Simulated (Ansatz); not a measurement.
TiAl$_{3}$ under strain

Computed with Ansatz 0.2.0, DFT PBEsol, scalar-relativistic, plane waves, PAW. Settings: 420 eV cutoff, 10×10×4 k-mesh, Gaussian smearing of 0.10 eV, no spin polarisation.

The relaxed crystal:

```
CELL_PARAMETERS angstrom
3.81555 0.00000 0.00000
0.00000 3.81555 0.00000
0.00000 0.00000 8.55399
ATOMIC_POSITIONS crystal
Ti 0.00000 0.00000 0.00000
Ti 0.50000 0.50000 0.50000
Al 0.50000 0.50000 0.00000
Al 0.00000 0.50000 0.25000
Al 0.50000 0.00000 0.25000
Al 0.00000 0.00000 0.50000
Al 0.50000 0.00000 0.75000
Al 0.00000 0.50000 0.75000
```

Deformation: biaxial strain in the a-b plane, with the length and tilt of c and the atoms relaxed, all within the symmetry that the strain leaves. Energies are extrapolated to zero smearing. Stress is positive in compression, on the Cartesian axes of the cell above.

Strains computed: -3.0, -2.0, -1.0, +1.0, +2.0, +3.0 %.

(1) At which strain does the energy stand 2.6 meV/atom over the relaxed crystal with σxx = 2.86, σyy = 2.86, σzz = 0.00 GPa?

Results:

(1) -1.0 %.